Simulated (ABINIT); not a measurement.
# Sb: single point with LDA

Crystal: Sb.

```
Sb
1.0
     4.45295    0.00000    0.00000
     0.00000    4.45295    0.00000
     0.00000    0.00000    4.45295
Sb
3
Direct
  0.50000 0.50000 0.00000
  0.50000 0.00000 0.50000
  0.00000 0.50000 0.50000
```

The cell was built by a generator and needn't be a form met in nature.

The cell isn't the ideal one: cell squeezed.

- Program: ABINIT 10.8.3 (patched build)
- Task: single point
- Functional: LDA
- Potentials or basis: HGH LDA
- Cutoff: 381 eV
- k mesh: 4 × 4 × 4
- Occupations: fermi-dirac, width 0.05 eV
- Spin: spin-orbit coupling, no magnetisation

```json
{
 "Pressure": "1.7 GPa",
 "Band gap on the k mesh": "none (metal or under the smearing width)",
 "Valence electrons inside the program's atomic spheres": "Sb 1.51 (radii [1.0584] Å)"
}
```

Levels at points of the mesh, in eV from the Fermi level:
```csv
k point,band 10,band 11,band 12,band 13,band 14,band 15,band 16,band 17,band 18,band 19
"(0.00, 0.00, 0.00)",-4.54,-4.25,-4.25,1.24,1.24,1.24,1.24,1.31,1.31,1.71
"(0.50, 0.00, 0.00)",-3.08,-1.41,-1.41,-0.89,-0.89,-0.66,-0.66,-0.45,-0.45,-0.34
"(0.50, 0.50, 0.00)",-2.44,-1.66,-1.66,-0.77,-0.77,-0.76,-0.76,-0.23,-0.23,0.10
"(0.50, 0.50, 0.50)",-4.75,-4.75,-4.75,-4.46,-4.46,1.55,1.55,4.75,4.75,4.75
```

Run time: 19 s on 1 thread of Arm Neoverse V1, with other jobs on the host, peak memory 0.06 GiB.

Caveat: HGH potentials are hard and often keep d shells in the core, so these values are rough.
